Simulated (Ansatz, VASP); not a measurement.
# Two plane-wave programs on Cd

File INCAR:

```
SYSTEM = Cd
PREC     = Accurate       ! precision mode
ENCUT    = 600            ! plane-wave cutoff, eV
EDIFF    = 1E-6           ! SCF threshold, eV
ISMEAR   = 0              ! smearing method
SIGMA    = 0.1            ! smearing width, eV
LREAL    = .False.        ! projectors in reciprocal space
LASPH    = .True.         ! aspherical terms in the spheres
NELM     = 60             ! most SCF steps
ALGO     = Normal         ! electronic algorithm
ISIF     = 3              ! what is computed and relaxed
LWAVE    = .False.        ! write WAVECAR
LCHARG   = .False.        ! write CHGCAR
GGA      = PS             ! functional
IBRION   = 2              ! ionic algorithm
NSW      = 80             ! ionic steps
EDIFFG   = -0.01          ! ionic threshold
```

Contents of KPOINTS:

```
Automatic mesh
0
Gamma
  16 16 16
  0 0 0
```

POSCAR

```
Cd
1.0
   -1.7483750997      1.7483750997      1.7483750997
    1.7483750997     -1.7483750997      1.7483750997
    1.7483750997      1.7483750997     -1.7483750997
Cd
1
Direct
    0.0000000000      0.0000000000      0.0000000000
```

Input for Ansatz:

```yaml
crystal:
  lattice:
    - [-1.7483750997, 1.7483750997, 1.7483750997]
    - [1.7483750997, -1.7483750997, 1.7483750997]
    - [1.7483750997, 1.7483750997, -1.7483750997]
  atoms:
    - { symbol: Cd, position: [0.0, 0.0, 0.0] }
basis:
  ecutwfc: 420
kpoints:
  mp_grid: { grid: [16, 16, 16] }
hamiltonian:
  xc: pbesol
scf:
  occupations: { method: gaussian, width: 0.1 }
output:
  forces: true
  stress: true
  eigenvalues: true
relax:
  adjacent_minimum: "off"
  f_tol: 0.01
  max_steps: 60
  cell: { stress_tol: 0.1 }
```

Alike in both runs: task relaxation of cell and atoms; functional PBEsol; k mesh 16 × 16 × 16; occupations gaussian, width 0.1 eV; no spin polarisation.

|  | VASP | Ansatz |
| --- | --- | --- |
| version | VASP 6.6.1 | Ansatz 0.2.0 |
| potentials or method | VASP PAW PBE potentials, release 64 (Cd) | scalar-relativistic, plane waves, PAW |
| plane-wave cutoff (eV) | 600 | 420 |
| valence electrons in the cell | 12 | 20 |

Ansatz gave:

| Property | Result |
| --- | --- |
| gap on the k mesh at the Fermi level, each at its own relaxed structure (eV) | none |
| relaxed volume (Å³/atom) | 21.38 |
| relaxed cell length with the largest relative difference (Å) | 3.028 |

What did VASP give for the same quantities?

gap on the k mesh at the Fermi level, each at its own relaxed structure (eV): none; relaxed volume (Å³/atom): 21.43; relaxed cell length with the largest relative difference (Å): 3.031.

A gap of «none» marks a metal or a gap that the smearing closes. The two sets of potentials don't hold the same shells in valence.

Caveats: the PAW data sets were made with another functional, which shifts forces and pressure a little (VASP).
